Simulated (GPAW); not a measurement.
This GPAW 26.7.0 run on HfB2 needs a look.

File run.py:

```python
from ase import Atoms
from ase.dft.bandgap import bandgap
from ase.io import write
from ase.units import GPa
from gpaw import GPAW, PW, setup_paths

setup_paths.insert(0, '.')

atoms = Atoms(['Hf', 'B', 'B'],
              cell=[[3.14, 0.0, 0.0],
                    [-1.57, 2.7193197679, 0.0],
                    [0.0, 0.0, 3.48]],
              scaled_positions=[[0.0, 0.0, 0.0],
                                [0.6666666667, 0.3333333333, 0.5],
                                [0.3333333333, 0.6666666667, 0.5]],
              pbc=True)

calc = GPAW(mode=PW(800),
            xc='PBEsol',
            kpts={'size': (1, 1, 1), 'gamma': True},
            occupations={'name': 'fermi-dirac', 'width': 0.05},
            nbands=20,
            convergence={'density': 1e-05, 'forces': 0.0001},
            maxiter=75,
            txt='gpaw.txt')
atoms.calc = calc
energy = atoms.get_potential_energy()
forces = atoms.get_forces()
stress = atoms.get_stress()
calc.write('gs.gpw')
write('result.traj', atoms)
print(f'Energy: {energy:.6f} eV')
print('Forces (eV/A):')
print(forces.round(4))
print('Stress (GPa):', (stress / GPa).round(3))
print('Fermi level:', round(calc.get_fermi_level(), 4), 'eV')
print(f'Gap: {bandgap(calc)[0]:.4f} eV, direct: {bandgap(calc, direct=True)[0]:.4f} eV')
```

Potentials or basis: PAW data sets generated in the run's folder for this functional, pw.

Run with:

```sh
$ gpaw-setup -f PBEsol B Hf
$ OMP_NUM_THREADS=1 python run.py
```

gpaw.txt:

```text
__  _  _
 | _ |_)|_||  |
 |__||  | ||/\| - 26.7.0

Input parameters:
  mode=PW(ecut=800.0),
  convergence={'density': 1e-05, 'forces': 0.0001},
  kpts=MonkhorstPack(size=(1, 1, 1), gamma=True),
  maxiter=75,
  nbands=20,
  occupations=Occupations(name='fermi-dirac', width=0.05),
  xc=XC(name='PBEsol')

Diagonalizing LCAO Hamiltonian
Converting LCAO to pw mode

         B  B

       Hf

Atoms  # Å, Bohr magnetons
|   | symbol |         x |        y |        z |    initial magnetic moments |
|---|--------|-----------|----------|----------|-----------------------------|
| 0 |     Hf |  0.000000 | 0.000000 | 0.000000 | ( 0.0000,  0.0000,  0.0000) |
| 1 |      B |  1.570000 | 0.906440 | 1.740000 | ( 0.0000,  0.0000,  0.0000) |
| 2 |      B | -0.000000 | 1.812880 | 1.740000 | ( 0.0000,  0.0000,  0.0000) |

Unit cell  # Å
[... 155 lines left out ...]

SCF iterations
|iter     | |      energy | eigst |  dens |force |
|---------|-|-------------|-------|-------|------|
|iter:   1| |  -18.353779 | -0.01 |       |      |
|iter:   2| |  -18.213397 | -1.78 | -0.94 |      |
|iter:   3| |  -17.625921 | -1.63 | -0.97 |      |
|iter:   4| |  -17.623992 | -3.34 | -1.63 |      |
|iter:   5| |  -17.624311c| -4.02 | -2.02 |      |
|iter:   6| |  -17.623972c| -5.07 | -2.63 |      |
|iter:   7| |  -17.623974c| -6.22 | -3.24 |      |
|iter:   8| |  -17.623974c| -8.22c| -4.25 |      |
|iter:   9| |  -17.623974c| -8.11c| -4.83 |      |
|iter:  10| |  -17.623974c| -9.19c| -5.99c|      |
|iter:  11| |  -17.623974c|-10.01c| -6.39c|-20.26c|

Converged in 11 steps
Energy contributions relative to reference atoms: (reference = -411094.090009)

Energy contributions:
  Kinetic:          33.553239
  Coulomb:         -22.680252
  Zero:             -0.488719
  External:          0.000000
  Xc:              -28.008242
  Entropy:          -0.000000
  Spinorbit:         0.000000
  ----------------------------
  Free energy:     -17.623974
  Extrapolated:    -17.623974

dipole moment: (-5.684757, -9.846288, -12.600608)  # |e|*Ang

Fermi level: 14.219
[... 28 lines left out ...]
Forces  # eV/Ang
|        x |        y |       z |
|----------|----------|---------|
|  0.00000 |  0.00000 | 0.00000 |  # Hf   0
|  0.00000 |  0.00000 | 0.00000 |  # B    1
| -0.00000 | -0.00000 | 0.00000 |  # B    2

Stress tensor  # eV/Ang^3
|         x |         y |         z |
|-----------|-----------|-----------|
| -0.116543 | -0.000000 |  0.000000 |
| -0.000000 | -0.116543 |  0.000000 |
|  0.000000 |  0.000000 | -0.088151 |

# Writing to gs.gpw (mode='')
```

On the terminal:

```text
Energy: -17.623974 eV
Forces (eV/A):
[[ 0.  0.  0.]
 [ 0.  0.  0.]
 [-0. -0.  0.]]
Stress (GPa): [-18.672 -18.672 -14.123   0.      0.     -0.   ]
Fermi level: 14.2194 eV
[... 2 lines left out ...]
```

Question: Diagnose the run.

Answer: Self-consistency was reached. The input holds a flaw that was put in on purpose: one k point for a small cell (kpts = {"size": [1, 1, 1], "gamma": true}). The program doesn't stop on it, so the numbers can't be trusted though the run ends normally.
